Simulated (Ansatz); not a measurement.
# Mg₂Si: the change of pressure with volume scale

Results calculated with Ansatz 0.2.0, not measured. Periodic Kohn-Sham DFT of a crystal at fixed atoms, scaled to volume_scale times the given cell; pressure positive in compression, energy less spherical unpolarised free atoms, largest_vzz the field gradient of largest size among the nuclei.

The cell before it is scaled or strained (space group Fm-3m, No. 225):
```
CELL_PARAMETERS angstrom
0.00000 3.19500 3.19500
3.19500 0.00000 3.19500
3.19500 3.19500 0.00000
ATOMIC_POSITIONS crystal
Mg 0.25000 0.25000 0.25000
Mg 0.75000 0.75000 0.75000
Si 0.00000 0.00000 0.00000
```

Settings of every row: method frozen-core PAW; functional LDA; relativity scalar; k mesh 11x11x11; filling fermi-dirac; smearing width 0.05 eV; wave cutoff 420 eV; paw set soft_2.

Atom start moment: 0 on all atoms.

Limits: PAW files made with PBE; small gap, it may come from the mesh.

```csv
row,volume scale,V (Å³/atom),pressure (GPa)
1,0.94,20.439,0.014
2,0.96,20.873,-1.176
3,0.98,21.308,-2.245
4,0.99,21.526,-2.738
5,1.01,21.961,-3.648
6,1.02,22.178,?
7,1.04,22.613,-4.839
8,1.06,23.048,-5.531
```

Question: what pressure should row 6 give?

Worked fit of pressure. Take u = (V_r/V)^(2/3) − 1 with V_r = 21.526 Å³ an atom, which is twice the finite (Eulerian) strain; such expansions in the strain, on which the Birch-Murnaghan equation of state is built, carry the rest volume and the bulk modulus. The shown rows have u = 0.03515, 0.02075, 0.00681, 0, -0.01325, -0.03231, -0.04452. Least squares give pressure = −2.7389 + 71.194 × u + 197.09 × u² + 153 × u³ GPa; a parabola predicts inner rows, each left out in turn, worse (root mean square 0.0027 against 0.0009 GPa). The rows lie off it by 0.000, -0.001, 0.000, 0.001, 0.000, 0.000, 0.000. The pressure vanishes at u = 0.0350, or V = 20.44 Å³ an atom, and there the bulk modulus at fixed shape and fractions is B = −V dP/dV = (2/3)(1 + u) dP/du = 59 GPa. The withheld row has u = -0.0197, so the fit gives −2.7389 + 71.194 × (-0.0197) + 197.09 × (-0.0197)² + 153 × (-0.0197)³ = -4.066 GPa.

The calculation gave -4.067 GPa. The fit lies 0.001 GPa (0.018 % of the column's range) above it, one unit of the last digit.
